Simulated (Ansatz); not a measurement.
# ZrC: the cost of one run

Computed with Ansatz 0.2.0 (DFT PBE, scalar-relativistic, plane waves, PAW, unless a step's input says otherwise).

4 further runs of the same task are left out: 3 that didn't finish, 1 set aside as unsound or not needed.

### 1 The structure to begin with

Symmetry: Fm-3m, No. 225, cubic system. The conventional cell has a = 4.700 Å, b = 4.700 Å, c = 4.700 Å, α = 90.00°, β = 90.00°, γ = 90.00°. Zr (site symmetry m-3m) is surrounded by 6 C at 2.35 Å. Around C (site symmetry m-3m) lie 6 Zr at 2.35 Å.

Structure file:

```cif
data_structure
_symmetry_space_group_name_H-M 'Fm-3m'
_symmetry_Int_Tables_number 225
_cell_length_a 4.7004
_cell_length_b 4.7004
_cell_length_c 4.7004
_cell_angle_alpha 90.000
_cell_angle_beta 90.000
_cell_angle_gamma 90.000
_cell_volume 103.85
loop_
_atom_site_label
_atom_site_type_symbol
_atom_site_symmetry_multiplicity
_atom_site_Wyckoff_symbol
_atom_site_fract_x
_atom_site_fract_y
_atom_site_fract_z
_atom_site_occupancy
Zr1 Zr 4 b 0.50000 0.00000 0.00000 1
C1 C 4 a 0.00000 0.00000 0.00000 1
```

The structure comes from the Crystallography Open Database.

### 2 One atom moved

What differs from the listed cell: atom 2 (C) moved by 0.23 Å.

Contents of input.yaml:

```yaml
crystal:
  lattice:
    - [0.0, 2.35021, 2.35021]
    - [2.35021, 0.0, 2.35021]
    - [2.35021, 2.35021, 0.0]
  atoms:
    - { symbol: Zr, position: [0.5, 0.5, 0.5] }
    - { symbol: C, position: [0.0478680629, -0.0478680629, 0.0478680629] }
basis:
  ecutwfc: 420
kpoints:
  mp_grid: { grid: [14, 14, 14] }
hamiltonian:
  xc: pbe
scf:
  occupations: { method: gaussian, width: 0.1 }
output:
  forces: true
  stress: true
  eigenvalues: true
  populations: true
```

Run with:

```bash
$ ansatz run input.yaml --threads 1 --pin off --max-ram 1331MiB --backend cpu --events-out ev --progress --plain --runs-dir out
```

What time and memory should one allow on 1 thread of an Arm CPU, shared host?

About 11 s, with a peak of 0.36 GiB.
